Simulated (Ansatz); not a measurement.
The following input was run with Ansatz 0.2.0.

```yaml
crystal:
  lattice:
    - [4.89, 0.0, 0.0]
    - [-2.445, 4.2348642245, 0.0]
    - [0.0, 0.0, 3.88]
  atoms:
    - { symbol: C, position: [0.6666666667, 0.3333333333, 0.184] }
    - { symbol: C, position: [0.3333333333, 0.6666666667, 0.184] }
    - { symbol: C, position: [0.6666666667, 0.3333333333, 0.816] }
    - { symbol: C, position: [0.3333333333, 0.6666666667, 0.816] }
    - { symbol: C, position: [0.5, 0.5, 0.34] }
    - { symbol: C, position: [0.0, 0.5, 0.34] }
    - { symbol: C, position: [0.5, 0.0, 0.34] }
    - { symbol: C, position: [0.5, 0.5, 0.66] }
    - { symbol: C, position: [0.5, 0.0, 0.66] }
    - { symbol: C, position: [0.0, 0.5, 0.66] }
basis:
  ecutwfc: 420
kpoints:
  mp_grid: { grid: [12, 12, 10] }
hamiltonian:
  xc: pbe
scf:
  occupations: { method: gaussian, width: 0.1 }
output:
  forces: true
  stress: true
  eigenvalues: true
  populations: true
```

Launched with
```bash
ansatz run input.yaml --threads 2 --pin off --max-ram 5120MiB --backend cpu --events-out ev --progress --plain --runs-dir out
```

Theory: DFT PBE, scalar-relativistic, plane waves, PAW in Ansatz.

From the run's log, abridged:

```
Pseudopotentials: kind: paw
Pseudopotential: C, paw, valence charge 4, recommended cutoff 420 eV (normal)
Functional definition: PBE
Crystal: 10 atoms, lattice volume = 80.349 Å³
Basis set: ecut = 420 eV, 1603 PW (Γ), exchange–correlation on 72×72×54 points (8 copies of the dense FFT grid, shifted against one another)
Bands: 30, of which v1, the nominal top of the filled ones, is band 20 counted from 1 (19 counted from 0)
Symmetry: 24 space group operations
Space group: P6/mmm (ITA 191), of the structure as read, at distance tolerance 4.3e-5 Å
k-points: 114 of 1440
Initial density: superposition of atomic densities (neutral atoms: chi_scale 0, normalization atom), corrected by the library's trained network
Initial wavefunctions: pseudopotential atomic-orbital guess
Functional: x = pbe(κ = 0.804, μ = 0.21951497), c = pbe(β = 0.06672455)
SCF iter   1: F=—  HF=-2502.077639 eV  |F-HF|=—  |Δ(HF+E_count)|=         —  Δρ=1.66e-2  dr2=2.83e-1  ethr=1.77e-3  ⟨swp⟩=6.1  Hψ=16318  notcnv=0  defer=85
SCF iter   2: F=—  HF=-2502.017730 eV  |F-HF|=—  |Δ(HF+E_count)|=   5.99e-2  Δρ=8.51e-3  dr2=6.58e-2  ethr=7.07e-4  ⟨swp⟩=2.3  Hψ=5764  notcnv=0  defer=457
SCF iter   3: F=—  HF=-2502.011589 eV  |F-HF|=—  |Δ(HF+E_count)|=   6.14e-3  Δρ=2.14e-3  dr2=7.13e-3  ethr=1.64e-4  ⟨swp⟩=2.1  Hψ=4499  notcnv=0  defer=457
SCF iter   4: F=—  HF=-2502.014954 eV  |F-HF|=—  |Δ(HF+E_count)|=   3.37e-3  Δρ=6.93e-4  dr2=1.02e-3  ethr=1.78e-5  ⟨swp⟩=2.7  Hψ=4893  notcnv=0  defer=457
SCF iter   5: F=—  HF=-2502.016117 eV  |F-HF|=—  |Δ(HF+E_count)|=   1.16e-3  Δρ=1.66e-4  dr2=2.11e-5  ethr=2.56e-6  ⟨swp⟩=2.1  Hψ=5042  notcnv=0  defer=457
SCF iter   6: F=—  HF=-2502.016215 eV  |F-HF|=—  |Δ(HF+E_count)|=   9.80e-5  Δρ=2.33e-5  dr2=5.08e-7  ethr=5.28e-8  ⟨swp⟩=2.0  Hψ=5624  notcnv=0  defer=482
SCF iter   7: F=-2502.016216 eV  HF=-2502.016216 eV  |F-HF|=7.64e-9  |Δ(HF+E_count)|=   7.81e-7  Δρ=3.90e-6  dr2=1.04e-8  ethr=2.50e-10  ⟨swp⟩=11.6  Hψ=18651  notcnv=0
SCF 1 converged in 7 iterations: F = -2502.016216 eV  dr2 = 1.04e-8
SCF converged after 7 iterations
Free energy (F): -2502.016216 eV
Harris-Foulkes:  -2502.016216 eV  (|F-HF|=7.64e-9)
Internal energy: -2502.016216 eV  (E = F + TS)
E sigma→0 (E₀):  -2502.016216 eV
Entropy (-TS):    0.000000 eV ( 0.000 meV/atom)
Fermi energy:    8.289309 eV
--- Per-component energies (eV) ---
  E_band       = -35.044212
  E_kinetic    = 935.618652
  E_local      = -1736.760413  (includes V_loc(G=0)·N_el)
  E_nonlocal   = 277.152385
  E_hartree    = 581.388591
  E_xc         = -487.055856
  E_vxc        = -603.863424  (∫ρ·V_xc dr)
  E_paw        = -995.019522  (= ΣΔE_a)
  E_vpaw       = -69.966648  (= ΣTr[D̂ρ^β])
  E_aug_tail   = 0.000086  (compensation charges beyond the density's cutoff)
  E_ewald      = -1077.340138
  E_smearing   =  0.000000  (= −TS)
--- Forces (eV/Å), atoms counted from 1 ---
  atom   1  C      0.00000000     0.00000000     1.00974978
  atom   2  C      0.00000000     0.00000000     1.00974978
  atom   3  C      0.00000000     0.00000000    -1.00974978
  atom   4  C      0.00000000     0.00000000    -1.00974978
  atom   5  C      0.00000000     0.00000000    -4.88777179
  atom   6  C      0.00000000     0.00000000    -4.88777179
  atom   7  C      0.00000000     0.00000000    -4.88777179
  atom   8  C      0.00000000     0.00000000     4.88777179
  atom   9  C      0.00000000     0.00000000     4.88777179
  atom  10  C      0.00000000     0.00000000     4.88777179
--- Stress (GPa, compression-positive) ---
       -5.360698       0.000000       0.000000
        0.000000      -5.360698       0.000000
        0.000000       0.000000     100.223595
  P = ⅓ Tr σ = 29.8341 GPa (298.341 kbar)
--- Band table (eV; the first three rows and the last of 114) ---
  k-point 0: bands = ["-12.5988", "-8.7333", "-7.1535", "-7.1535", "-5.5710", "-5.1104", "-2.0206", "-1.3771", "-1.1315", "-1.1315", "0.2024", "0.2024", "0.3557", "0.3557", "4.8493", "4.8493", "5.4486", "5.4486", "5.7357", "7.8088", "9.6599", "12.8998", "12.8998", "13.0681", "13.0681", "15.5603", "15.8560", "15.8583", "15.9941", "15.9941"]
  k-point 1: bands = ["-12.5301", "-8.6584", "-7.1086", "-7.1086", "-6.6300", "-3.9559", "-2.9754", "-1.0526", "-1.0526", "-0.7139", "-0.7139", "-0.3799", "1.2988", "1.2988", "4.5088", "4.5088", "5.5536", "5.5536", "5.5651", "7.8290", "9.7393", "12.6905", "12.6905", "13.5301", "13.5301", "15.4800", "15.5397", "15.9048", "16.0221", "16.0221"]
  k-point 2: bands = ["-12.3270", "-8.4342", "-7.7723", "-6.9824", "-6.9824", "-4.1107", "-2.5310", "-1.6145", "-1.6145", "-0.8202", "-0.8202", "0.8558", "2.2680", "2.2680", "3.7706", "3.7706", "5.0614", "5.7179", "5.7179", "7.8837", "9.9771", "12.2540", "12.2540", "14.6707", "14.6707", "14.7575", "15.2748", "16.0315", "16.0910", "16.0910"]
  k-point 113: bands = ["-10.1171", "-10.1171", "-8.8533", "-8.8533", "-6.7736", "-3.4171", "-2.1317", "-2.1317", "-0.3868", "-0.3868", "2.1465", "2.3394", "2.7096", "2.7096", "2.8219", "2.8912", "2.8912", "5.1953", "6.2128", "6.2128", "8.5463", "11.4263", "11.4263", "15.7233", "15.7233", "16.5779", "16.5779", "16.9805", "17.1856", "18.2090"]
--- Löwdin populations: 10 sites ---
  site symbol q [e]
     0      C      3.9626
     1      C      3.9626
     2      C      3.9626
     3      C      3.9626
     4      C      3.9754
     5      C      3.9754
     6      C      3.9754
     7      C      3.9754
     8      C      3.9754
     9      C      3.9754
  spilling = 0.007419 (of n_electrons = 40.000000)
```

Self-consistency was reached.

It took 11 s on 2 threads of Intel(R) Xeon(R) Processor @ 2.70GHz, on a shared host, peak memory 0.5 GiB.